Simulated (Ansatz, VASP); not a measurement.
# P: VASP beside Ansatz

```
P
1.0
     3.31823    0.00000    0.00000
    -1.65911    2.87367    0.00000
     0.00000    0.00000    3.28114
P
2
Direct
  0.33333 0.66667 0.25000
  0.66667 0.33333 0.75000
```

Alike in both runs: task single point; functional PBEsol; k mesh 13 × 13 × 11; occupations fermi-dirac, width 0.1 eV; no spin polarisation.

|  | VASP | Ansatz |
| --- | --- | --- |
| version | VASP 6.6.1 | Ansatz 0.2.0 |
| potentials or method | VASP PAW PBE potentials, release 64 (P) | plane waves (420 eV) with PAW, scalar-relativistic |
| plane-wave cutoff (eV) | 520 | 420 |
| valence electrons in the cell | 10 | 10 |

|  | VASP | Ansatz | Ansatz less VASP |
| --- | --- | --- | --- |
| pressure (GPa) | -6.3 | -6.4 | -0.10 |
| largest component of the traceless stress (GPa) | 1.70 | 1.74 | +0.036 |

Ansatz warned: «pseudo_functional_mismatch».

Caveats: the PAW data sets were made with another functional, which shifts forces and pressure a little (VASP).
